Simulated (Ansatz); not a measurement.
# Resistance of the fcc Pd(111) / fcc Ir(111) interface, two mixed layers, 2x2

Aim: the specific resistance of the fcc Pd(111) / fcc Ir(111) interface, two mixed layers, 2x2. Experiment: current-perpendicular-to-plane resistances of sputtered multilayers at 4.2 K give 2AR = 1.02 ± 0.06 fΩ m² (J. Bass, CPP magnetoresistance of magnetic multilayers: a critical review, arXiv:1511.07387 (2015), Table 10). Those interfaces are textured, rough and intermixed over some layers.

Program: Ansatz 0.2.0. Level of theory: Ansatz plane-wave DFT, PBE, PAW files; ballistic transport by layer matching (Landauer), zero bias. Results are calculated unless marked as measured.

## (1) Set-up

The cell holds 72 atoms: 36 Pd and 36 Ir. Its edges and angles: a = 5.465 Å, b = 5.465 Å, c = 40.167 Å, α = 90.0°, β = 90.0°, γ = 120.0°. It derives from Pd and Ir. Regions: Pd, 36 atoms (34 Pd and 2 Ir); Ir, 36 atoms (2 Pd and 34 Ir). The structure's axis is c.

## (2) Transmission: mixed layers, first draw

Sputtered interfaces are intermixed. The two layers next to the interface are filled half and half at random in a 2×2 cell. Energies from -0.06 to 0.06 eV in steps of 0.04 eV are too few for the program's thermal sum, so it prints no conductance; for a metal the transmission near the Fermi level serves, at a fraction of the cost.

input.yaml

```yaml
crystal:
  lattice:
    - [5.4653697331, 0.0, 0.0]
    - [-2.7326848666, 4.73314903, 0.0]
    - [0.0, 0.0, 40.1672243682]
  atoms:
    - { symbol: Pd, position: [0.0, 0.0, 0.0248959199] }
    - { symbol: Pd, position: [0.0, 0.5, 0.0248959199] }
    - { symbol: Pd, position: [0.5, 0.0, 0.0248959199] }
    - { symbol: Pd, position: [0.5, 0.5, 0.0248959199] }
    - { symbol: Pd, position: [0.1666666667, 0.3333333333, 0.08153814] }
    - { symbol: Pd, position: [0.1666666667, 0.8333333333, 0.08153814] }
    - { symbol: Pd, position: [0.6666666667, 0.3333333333, 0.08153814] }
    - { symbol: Pd, position: [0.6666666667, 0.8333333333, 0.08153814] }
    - { symbol: Pd, position: [0.3333333333, 0.1666666667, 0.1381803601] }
    - { symbol: Pd, position: [0.3333333333, 0.6666666667, 0.1381803601] }
    - { symbol: Pd, position: [0.8333333333, 0.1666666667, 0.1381803601] }
    - { symbol: Pd, position: [0.8333333333, 0.6666666667, 0.1381803601] }
    - { symbol: Pd, position: [0.0, 0.0, 0.1948225802] }
    - { symbol: Pd, position: [0.0, 0.5, 0.1948225802] }
    - { symbol: Pd, position: [0.5, 0.0, 0.1948225802] }
    - { symbol: Pd, position: [0.5, 0.5, 0.1948225802] }
    - { symbol: Pd, position: [0.1666666667, 0.3333333333, 0.2514648003] }
    - { symbol: Pd, position: [0.1666666667, 0.8333333333, 0.2514648003] }
    - { symbol: Pd, position: [0.6666666667, 0.3333333333, 0.2514648003] }
    - { symbol: Pd, position: [0.6666666667, 0.8333333333, 0.2514648003] }
    - { symbol: Pd, position: [0.3333333333, 0.1666666667, 0.3081070204] }
    - { symbol: Pd, position: [0.3333333333, 0.6666666667, 0.3081070204] }
    - { symbol: Pd, position: [0.8333333333, 0.1666666667, 0.3081070204] }
    - { symbol: Pd, position: [0.8333333333, 0.6666666667, 0.3081070204] }
    - { symbol: Pd, position: [0.0, 0.0, 0.3647492405] }
    - { symbol: Pd, position: [0.0, 0.5, 0.3647492405] }
    - { symbol: Pd, position: [0.5, 0.0, 0.3647492405] }
    - { symbol: Pd, position: [0.5, 0.5, 0.3647492405] }
    - { symbol: Pd, position: [0.1666666667, 0.3333333333, 0.4213914607] }
    - { symbol: Pd, position: [0.1666666667, 0.8333333333, 0.4213914607] }
    - { symbol: Pd, position: [0.6666666667, 0.3333333333, 0.4213914607] }
    - { symbol: Pd, position: [0.6666666667, 0.8333333333, 0.4213914607] }
    - { symbol: Pd, position: [0.3333333333, 0.1666666667, 0.4780336808] }
    - { symbol: Pd, position: [0.3333333333, 0.6666666667, 0.4780336808] }
    - { symbol: Ir, position: [0.8333333333, 0.1666666667, 0.4780336808] }
    - { symbol: Ir, position: [0.8333333333, 0.6666666667, 0.4780336808] }
    - { symbol: Pd, position: [0.0, 0.0, 0.5335892363] }
    - { symbol: Ir, position: [0.0, 0.5, 0.5335892363] }
    - { symbol: Ir, position: [0.5, 0.0, 0.5335892363] }
    - { symbol: Pd, position: [0.5, 0.5, 0.5335892363] }
    - { symbol: Ir, position: [0.1666666667, 0.3333333333, 0.5880581273] }
    - { symbol: Ir, position: [0.1666666667, 0.8333333333, 0.5880581273] }
    - { symbol: Ir, position: [0.6666666667, 0.3333333333, 0.5880581273] }
    - { symbol: Ir, position: [0.6666666667, 0.8333333333, 0.5880581273] }
    - { symbol: Ir, position: [0.3333333333, 0.1666666667, 0.6425270183] }
    - { symbol: Ir, position: [0.3333333333, 0.6666666667, 0.6425270183] }
    - { symbol: Ir, position: [0.8333333333, 0.1666666667, 0.6425270183] }
    - { symbol: Ir, position: [0.8333333333, 0.6666666667, 0.6425270183] }
    - { symbol: Ir, position: [0.0, 0.0, 0.6969959093] }
    - { symbol: Ir, position: [0.0, 0.5, 0.6969959093] }
    - { symbol: Ir, position: [0.5, 0.0, 0.6969959093] }
    - { symbol: Ir, position: [0.5, 0.5, 0.6969959093] }
    - { symbol: Ir, position: [0.1666666667, 0.3333333333, 0.7514648003] }
    - { symbol: Ir, position: [0.1666666667, 0.8333333333, 0.7514648003] }
    - { symbol: Ir, position: [0.6666666667, 0.3333333333, 0.7514648003] }
    - { symbol: Ir, position: [0.6666666667, 0.8333333333, 0.7514648003] }
    - { symbol: Ir, position: [0.3333333333, 0.1666666667, 0.8059336913] }
    - { symbol: Ir, position: [0.3333333333, 0.6666666667, 0.8059336913] }
    - { symbol: Ir, position: [0.8333333333, 0.1666666667, 0.8059336913] }
    - { symbol: Ir, position: [0.8333333333, 0.6666666667, 0.8059336913] }
    - { symbol: Ir, position: [0.0, 0.0, 0.8604025823] }
    - { symbol: Ir, position: [0.0, 0.5, 0.8604025823] }
    - { symbol: Ir, position: [0.5, 0.0, 0.8604025823] }
    - { symbol: Ir, position: [0.5, 0.5, 0.8604025823] }
    - { symbol: Ir, position: [0.1666666667, 0.3333333333, 0.9148714733] }
    - { symbol: Ir, position: [0.1666666667, 0.8333333333, 0.9148714733] }
    - { symbol: Ir, position: [0.6666666667, 0.3333333333, 0.9148714733] }
    - { symbol: Ir, position: [0.6666666667, 0.8333333333, 0.9148714733] }
    - { symbol: Ir, position: [0.3333333333, 0.1666666667, 0.9693403643] }
    - { symbol: Ir, position: [0.3333333333, 0.6666666667, 0.9693403643] }
    - { symbol: Ir, position: [0.8333333333, 0.1666666667, 0.9693403643] }
    - { symbol: Ir, position: [0.8333333333, 0.6666666667, 0.9693403643] }
kpoints:
  mp_grid: { grid: [5, 5, 1] }
hamiltonian:
  xc: pbe
scf:
  occupations: { method: fermi_dirac, width: 0.1 }
output:
  transmission:
    leads: [[12, 16], [52, 56]]
    kmesh: [16, 16]
    e_range: [-0.06, 0.06]
    de: 0.04
  write_potential: true
  write_density: true
  volumetric_format: npy
  elf: true
```

On the command line:

```console
$ ansatz run input.yaml --threads 4 --pin off --max-ram 15360MiB --backend cpu --events-out ev --progress --plain --runs-dir out
```

Numbers of over 12 decimals in the logs are rounded to 6 here.

What it wrote:

```text
Engine: ansatz 0.2.0, aarch64-unknown-linux-gnu
Pseudopotentials: kind: paw
Pseudopotential: Pd, paw, valence charge 18, recommended cutoff 420 eV (normal), Pd.paw.azcp
Pseudopotential: Ir, paw, valence charge 17, recommended cutoff 420 eV (normal), Ir.paw.azcp
Functional definition: PBE
  parameter kappa = 0.804
  parameter beta = 0.066725
  exchange = pbe_x(kappa = kappa, mu = beta*pi^2/3)
  correlation = pbe_c(beta = beta)
Crystal: 72 atoms, lattice volume = 1039.062 Å³
Basis set: ecut = 420 eV, 20205 PW (Γ)
Bands: 756, of which v1, the nominal top of the filled ones, is band 630 counted from 1 (629 counted from 0)
Symmetry: 1 space group operations
Space group: P1 (ITA 1), of the structure as read, at distance tolerance 1.0e-4 Å
k-points: 13 of 25 (time reversal used)
Non-local potential: Pd, projectors of the file, l = 0: 2, l = 1: 2, l = 2: 2, l = 3: 1
Non-local potential: Ir, projectors of the file, l = 0: 3, l = 1: 2, l = 2: 2, l = 3: 1
PAW form: soft (Blöchl's): semilocal exchange-correlation on the pseudo side does not see the compensation charge
PAW one-centre angular grid: Pd, 590 points (default); XC on 64 Gauss nodes
PAW one-centre angular grid: Ir, 590 points (default); XC on 64 Gauss nodes
Initial density: superposition of atomic densities (neutral atoms: chi_scale 0, normalization atom), corrected by the library's trained network
Initial wavefunctions: pseudopotential atomic-orbital guess
Functional: x = pbe(κ = 0.804, μ = 0.219515), c = pbe(β = 0.066725)
SCF iter   1: F=—  HF=-680695.772238 eV  |F-HF|=—  |Δ(HF+E_count)|=         —  Δρ=3.44e-2  dr2=1.24e3  ethr=1.77e-3  ⟨swp⟩=5.5  Hψ=33062  notcnv=0  defer=686
preconditioner: auto → Kerker (q_TF=auto, 2.817 Å⁻¹)  [metal: Δε(μ)=0.002 eV  Ē_g=7.658 eV  σ=0.100 eV  W_gap=0.00  n_scr=426 (ndim 8)  ℏωp=30.1 eV  f_vac=0.000  D(μ)=68.54/eV (n_scr^D=662)]
SCF iter   2: F=—  HF=-680694.092241 eV  |F-HF|=—  |Δ(HF+E_count)|=    1.68e0  Δρ=1.57e-2  dr2=4.37e2  ethr=1.77e-3  ⟨swp⟩=1.0  Hψ=11310  notcnv=0  defer=713
SCF iter   3: F=—  HF=-680693.255156 eV  |F-HF|=—  |Δ(HF+E_count)|=   8.37e-1  Δρ=3.28e-3  dr2=1.70e1  ethr=1.77e-3  ⟨swp⟩=1.0  Hψ=9002  notcnv=0  defer=713
SCF iter   4: F=—  HF=-680693.153892 eV  |F-HF|=—  |Δ(HF+E_count)|=   1.01e-1  Δρ=1.06e-3  dr2=1.72e0  ethr=1.35e-3  ⟨swp⟩=1.1  Hψ=11311  notcnv=0  defer=725
SCF iter   5: F=—  HF=-680693.141890 eV  |F-HF|=—  |Δ(HF+E_count)|=   1.20e-2  Δρ=3.59e-4  dr2=2.67e-2  ethr=1.37e-4  ⟨swp⟩=1.0  Hψ=9014  notcnv=0  defer=763
SCF iter   6: F=—  HF=-680693.141641 eV  |F-HF|=—  |Δ(HF+E_count)|=   2.50e-4  Δρ=1.55e-4  dr2=9.13e-3  ethr=2.12e-6  ⟨swp⟩=1.0  Hψ=9014  notcnv=0  defer=763
SCF iter   7: F=—  HF=-680693.141632 eV  |F-HF|=—  |Δ(HF+E_count)|=   9.04e-6  Δρ=5.75e-5  dr2=6.18e-4  ethr=7.25e-7  ⟨swp⟩=1.0  Hψ=9014  notcnv=0  defer=763
SCF iter   8: F=—  HF=-680693.141604 eV  |F-HF|=—  |Δ(HF+E_count)|=   2.77e-5  Δρ=1.69e-5  dr2=1.16e-4  ethr=4.91e-8  ⟨swp⟩=1.0  Hψ=9014  notcnv=0  defer=763
SCF iter   9: F=—  HF=-680693.141611 eV  |F-HF|=—  |Δ(HF+E_count)|=   6.81e-6  Δρ=6.17e-6  dr2=5.79e-6  ethr=9.23e-9  ⟨swp⟩=1.0  Hψ=9014  notcnv=0  defer=763
SCF iter  10: F=—  HF=-680693.143790 eV  |F-HF|=—  |Δ(HF+E_count)|=   2.18e-3  Δρ=2.21e-6  dr2=1.87e-6  ethr=4.59e-10  ⟨swp⟩=1.2  Hψ=9077  notcnv=0  defer=763
SCF iter  11: F=—  HF=-680693.143790 eV  |F-HF|=—  |Δ(HF+E_count)|=   1.72e-8  Δρ=7.81e-7  dr2=2.05e-7  ethr=1.48e-10  ⟨swp⟩=1.0  Hψ=9014  notcnv=0  defer=763
SCF iter  12: F=-680693.143790 eV  HF=-680693.143790 eV  |F-HF|=3.54e-8  |Δ(HF+E_count)|=   2.33e-9  Δρ=2.87e-7  dr2=3.55e-8  ethr=7.94e-12  ⟨swp⟩=7.8  Hψ=27318  notcnv=0
SCF 1 converged in 12 iterations: F = -680693.143790 eV  dr2 = 3.55e-8
  greatest PAW one-centre occupation: 1.000 electrons in one spin orbital (limit 2), on the Ir atom at site 46 (counted from 0), in its partial waves of l = 0
transmission: 546 of 5460 steps passed
transmission: 1092 of 5460 steps passed
[...]
transmission: 5460 of 5460 steps passed
SCF converged after 12 iterations
Free energy (F): -680693.143790 eV
Harris-Foulkes:  -680693.143790 eV  (|F-HF|=3.54e-8)
Internal energy: -680690.023310 eV  (E = F + TS)
E sigma→0 (E₀):  -680691.583550 eV
Entropy (-TS):   -3.120480 eV (-43.340 meV/atom)
Fermi energy:    22.834989 eV
--- Per-component energies (eV) ---
  E_band       = -7807.842989
  E_kinetic    = 40949.611777
  E_local      = -101850.651969  (includes V_loc(G=0)·N_el)
  E_nonlocal   = 10430.435155
  E_hartree    = 40656.671042
  E_xc         = -15736.839488
  E_vxc        = -18446.557166  (∫ρ·V_xc dr)
  E_paw        = -467049.866846  (= ΣΔE_a)
  E_vpaw       = -20204.039575  (= ΣTr[D̂ρ^β])
  E_aug_tail   = 0.010103  (compensation charges beyond the density's cutoff)
  E_ewald      = -188089.393083
  E_smearing   = -3.120480  (= −TS)
  E_closure    = 0.000000  (closes the sum)
  Σ components = -680693.143790   (vs F -680693.143790, Δ=0.00e0)
--- Band table (eV; the first three rows and the last of 13) ---
  k-point 0: bands = [... 626 lower, 23.1950, 23.2187, 23.2933, 23.3143, 23.3167, 23.3634, 23.3948, 23.4636, ... 122 higher]
  k-point 1: bands = [... 626 lower, 23.0124, 23.0281, 23.0314, 23.0448, 23.0621, 23.0740, 23.0875, 23.1079, ... 122 higher]
  k-point 2: bands = [... 626 lower, 22.6220, 22.6343, 22.6778, 22.7129, 22.7332, 22.7450, 22.7538, 22.7605, ... 122 higher]
  k-point 12: bands = [... 626 lower, 22.7546, 22.7763, 22.7907, 22.8096, 22.8200, 22.8325, 22.8453, 22.8532, ... 122 higher]
--- Transmission ---
  basis      : 223 plane waves across, 42 finite elements along
  points     : 130, standing for a mesh of 16 x 16
  energies   : 4 from -0.060000 to 0.060000 eV about the Fermi level, 0.040000 eV apart; the leads are filled to 0.000000 eV, and channels, transmission and decay are at -0.020000 eV
  crystal 0  : Pd4, at the sites [12, 16], period 2.2752 Å, over 18.20 Å; its Hamiltonian steps by up to 5.2 meV
    offset         : up to 0.0000 Å between an atom of the period and one for which it stands
    channels       : 4.960938e0 a spin
    conductance    : none, the energies end too early or step too widely for 300 K: set another output.transmission.e_range or a lower de, or, where they end at an eighth of basis.ecutwfc, a higher one
  crystal 1  : Ir4, at the sites [52, 56], period 2.1879 Å, over 17.50 Å; its Hamiltonian steps by up to 9.8 meV
    offset         : up to 0.0000 Å between an atom of the period and one for which it stands
    channels       : 6.367188e0 a spin
    conductance    : none, the energies end too early or step too widely for 300 K: set another output.transmission.e_range or a lower de, or, where they end at an eighth of basis.ecutwfc, a higher one
  junction   : crystal 0 to crystal 1, 9.66 to 29.79 Å
    transmission   : 2.719505e0 a spin
    conductance    : none, the energies end too early or step too widely for 300 K: set another output.transmission.e_range or a lower de, or, where they end at an eighth of basis.ecutwfc, a higher one
```

Elapsed: 31 min, on 4 threads of Arm Neoverse V2, shared host; peak memory 8 GiB.

This step gave:

```
free energy                                    : -680693.1438 eV
energy at zero smearing                        : -680691.5836 eV
Fermi energy                                   : 22.83 eV
cell area                                      : 25.87 Å²
transmission per spin nearest the Fermi level  : 2.720
open channels per spin nearest the Fermi level : 4.961
open channels per spin, upper lead             : 6.367
step of the lead's potential                   : 5.2 meV
step of the upper lead's potential             : 9.8 meV
```

Per spin. Table of transmission, zone mean by energy, zero at the Fermi level:

| energy (eV) | transmission, zone mean |
| --- | --- |
| -0.0600 | 2.91 |
| -0.0200 | 2.72 |
| 0.0200 | 2.58 |
| 0.0600 | 2.44 |

Per spin. The open channels, zone mean by energy, zero at the Fermi level:

| energy (eV) | lead | upper lead |
| --- | --- | --- |
| -0.0600 | 5.72 | 6.41 |
| -0.0200 | 4.96 | 6.37 |
| 0.0200 | 4.53 | 6.45 |
| 0.0600 | 4.08 | 6.45 |

Transmission over k1 and k2. At -0.0200 eV from the Fermi level (the log's summary may quote the solved energy on the other side of it).

Values, 16 rows by 16 columns:
```
3.37 3.95 3.52 2.55 3.10 2.77 2.68 3.46 3.69 3.29 2.98 2.79 1.56 1.35 2.43 2.79
2.64 3.46 3.74 3.58 3.06 2.55 2.89 3.46 3.58 3.38 2.81 2.77 1.78 1.79 1.69 2.29
2.03 2.59 3.57 3.75 3.31 2.62 2.60 2.85 3.50 3.50 2.71 2.29 1.65 1.62 2.01 1.74
0.98 3.07 2.78 3.07 3.14 2.30 2.79 2.87 2.89 2.95 2.81 2.58 0.99 1.35 1.72 1.48
1.70 2.33 2.33 2.56 2.32 2.49 2.65 2.49 2.98 2.59 2.43 2.14 2.56 1.38 1.84 1.82
2.08 2.15 2.77 2.88 2.73 2.51 3.61 4.09 3.47 2.64 3.03 2.79 2.79 2.09 2.14 2.20
2.59 2.65 2.98 3.13 2.75 2.57 4.00 3.87 3.87 4.05 2.25 2.87 3.31 2.97 2.68 2.61
2.99 2.98 2.89 3.27 3.15 2.47 3.54 4.04 2.17 4.04 3.54 2.47 3.15 3.27 2.89 2.98
2.59 2.61 2.68 2.97 3.31 2.87 2.25 4.05 3.87 3.87 4.00 2.57 2.75 3.13 2.98 2.65
2.08 2.20 2.14 2.09 2.79 2.79 3.03 2.64 3.47 4.09 3.61 2.51 2.73 2.88 2.77 2.15
1.70 1.82 1.84 1.38 2.56 2.14 2.43 2.59 2.98 2.49 2.65 2.49 2.32 2.56 2.33 2.33
0.98 1.48 1.72 1.35 0.99 2.58 2.81 2.95 2.89 2.87 2.79 2.30 3.14 3.07 2.78 3.07
2.03 1.74 2.01 1.62 1.65 2.29 2.71 3.50 3.50 2.85 2.60 2.62 3.31 3.75 3.57 2.59
2.64 2.29 1.69 1.79 1.78 2.77 2.81 3.38 3.58 3.46 2.89 2.55 3.06 3.58 3.74 3.46
3.37 2.79 2.43 1.35 1.56 2.79 2.98 3.29 3.69 3.46 2.68 2.77 3.10 2.55 3.52 3.95
3.91 3.36 2.63 2.16 0.98 2.48 2.94 3.27 3.63 3.27 2.94 2.48 0.98 2.16 2.63 3.36
```
Columns: k1 (b1) from -0.5 to 0.438; rows upwards: k2 (b2) from -0.5 to 0.438.

Open channels over k1 and k2. At -0.0200 eV from the Fermi level (the log's summary may quote the solved energy on the other side of it).

Values, 16 rows by 16 columns:
```
 8.0  8.0  6.0  6.0  6.0  6.0  6.0  6.0  8.0  8.0  6.0  4.0  2.0  2.0  4.0  6.0
 5.0  6.0  7.0  6.0  5.0  4.0  5.0  6.0  7.0  6.0  5.0  4.0  2.0  3.0  2.0  4.0
 4.0  6.0  6.0  5.0  5.0  4.0  4.0  5.0  5.0  6.0  6.0  4.0  2.0  3.0  3.0  2.0
 1.0  6.0  5.0  5.0  5.0  4.0  4.0  4.0  5.0  5.0  5.0  6.0  1.0  2.0  2.0  2.0
 4.0  6.0  4.0  4.0  4.0  5.0  4.0  4.0  5.0  4.0  4.0  4.0  6.0  4.0  4.0  4.0
 5.0  6.0  5.0  4.0  4.0  4.0  5.0  6.0  5.0  4.0  4.0  4.0  5.0  6.0  5.0  6.0
 8.0  6.0  6.0  5.0  4.0  4.0  6.0  7.0  7.0  6.0  4.0  4.0  5.0  6.0  6.0  8.0
10.0  8.0  7.0  5.0  5.0  5.0  5.0  7.0  4.0  7.0  5.0  5.0  5.0  5.0  7.0  8.0
 8.0  8.0  6.0  6.0  5.0  4.0  4.0  6.0  7.0  7.0  6.0  4.0  4.0  5.0  6.0  6.0
 5.0  6.0  5.0  6.0  5.0  4.0  4.0  4.0  5.0  6.0  5.0  4.0  4.0  4.0  5.0  6.0
 4.0  4.0  4.0  4.0  6.0  4.0  4.0  4.0  5.0  4.0  4.0  5.0  4.0  4.0  4.0  6.0
 1.0  2.0  2.0  2.0  1.0  6.0  5.0  5.0  5.0  4.0  4.0  4.0  5.0  5.0  5.0  6.0
 4.0  2.0  3.0  3.0  2.0  4.0  6.0  6.0  5.0  5.0  4.0  4.0  5.0  5.0  6.0  6.0
 5.0  4.0  2.0  3.0  2.0  4.0  5.0  6.0  7.0  6.0  5.0  4.0  5.0  6.0  7.0  6.0
 8.0  6.0  4.0  2.0  2.0  4.0  6.0  8.0  8.0  6.0  6.0  6.0  6.0  6.0  6.0  8.0
10.0  8.0  5.0  4.0  1.0  4.0  5.0  8.0 10.0  8.0  5.0  4.0  1.0  4.0  5.0  8.0
```
Columns: k1 (b1) from -0.5 to 0.438; rows upwards: k2 (b2) from -0.5 to 0.438.

ELF in the ca plane at fractional y = 0.000, with atoms of Pd and Ir within 0.2 Å of it. It is the smooth field of the valence electrons, not physical close to the nuclei.

Ten even steps from '0' (0.15) to '9' (0.65), each cell a mean:
```
00001104756621110000123221565751233210122232
00111002566410011001222221266531222221122223
01343100122100244212244321112111244323234422
01454100000000355212256422222222256434246522
01343100122100244212245323233323244323234422
00111002566410011001222233489743222211122223
00001104756621110000122232697962322210022232
00011114634621110000011222795962233200022332
00000003777511000000000112599952322211122232
00222001344200122100123212256423223222233223
01354100011000254200145311122222255423245522
01354100011000254200134310111112255423245522
00222001354200122100022100144311223222223223
00000103767610000000011111476741222211122232
00011114634621110000122211652651233200023332
```
Columns run along c (16.0 Å, from fractional 0.28 to 0.68 of the cell), rows up along a (5.5 Å). Atoms in or near the plane, at fractional coordinates: Pd at (0.36, 0.00), Pd at (0.36, 0.50), Pd at (0.53, 0.00), Ir at (0.53, 0.50).

Electrostatic potential energy in the ca plane at fractional y = 0.000, with atoms of Pd and Ir within 0.2 Å of it. With pseudopotentials it is smooth inside the atoms' cores, unlike the true potential.

Ten even steps from '0' (-37 eV) to '9' (26 eV), each cell a mean:
```
99999996200389999999999998500158999999999998
99989998534699988999988899743479988899988899
99767999888999876899865789987899865689865689
98656899999999855799754689999999854588854589
99767999878999876899865789977799865689865689
99989998533699988999988899631369988899988899
99999996200389999999999998300048999999999998
99999996100379999999999998300038999999999998
99999997311589999999999998510158998999998998
99878999766899987899987899854689876789876789
98756899999999866799865799988999854589854589
98756899999999866799865799998999854589854589
99878999756899987899987899865689876789876789
99999997311589999999999999620269998999998998
99999996100379999999999998400048999999999998
```
Columns run along c (16.0 Å, from fractional 0.28 to 0.68 of the cell; values clipped at the 3rd and 97th percentile), rows up along a (5.5 Å). Atoms in or near the plane, at fractional coordinates: Pd at (0.36, 0.00), Pd at (0.36, 0.50), Pd at (0.53, 0.00), Ir at (0.53, 0.50).

Valence density in the ca plane at fractional y = 0.000, with atoms of Pd and Ir within 0.2 Å of it. It is the smooth field of the valence electrons, not physical close to the nuclei.

Values in units of 1e0 e/Å³, 8 rows by 16 columns, each cell a mean:
```
0.2 0.3 0.8 7.3 1.3 0.3 0.2 0.3 0.4 1.8 7.0 0.6 0.5 0.3 0.4 0.4
0.5 1.1 0.3 0.6 0.3 1.0 0.7 0.8 1.1 0.4 0.6 0.4 1.4 0.5 1.3 0.6
0.4 0.9 0.3 1.4 0.4 0.8 0.5 0.6 0.9 0.6 1.4 0.5 1.0 0.5 1.0 0.6
0.2 0.3 1.0 9.9 1.8 0.3 0.2 0.2 0.3 2.2 7.0 0.8 0.4 0.2 0.3 0.4
0.2 0.3 0.8 7.3 1.3 0.3 0.2 0.3 0.3 1.7 5.5 0.7 0.5 0.3 0.4 0.4
0.5 1.1 0.3 0.6 0.3 1.0 0.6 0.7 1.0 0.4 0.7 0.4 1.3 0.5 1.3 0.6
0.4 0.9 0.3 1.4 0.4 0.8 0.5 0.5 0.7 0.5 1.4 0.4 1.0 0.5 1.0 0.6
0.2 0.3 1.0 9.9 1.8 0.3 0.2 0.2 0.3 2.5 9.5 0.7 0.4 0.2 0.3 0.4
```
Columns run along c (16.0 Å, from fractional 0.28 to 0.68 of the cell), rows up along a (5.5 Å). Atoms in or near the plane, at fractional coordinates: Pd at (0.36, 0.00), Pd at (0.36, 0.50), Pd at (0.53, 0.00), Ir at (0.53, 0.50).

Over the solved energies the transmission per spin lies between 2.44 and 2.91, out of 4.82 channels of the lead on average (up to 5.72).

(Part 1 of 2 ends here.)

[Logs are printed without paths, hosts, clocks, repeated set-up lines and the standing remarks that a program may print on its own settings, such as how far it seeks lower states.]

[Hosts, paths, dates, database ids (printed as entryN), source tags and the programs' standing remarks are cut or masked in the printed files.]
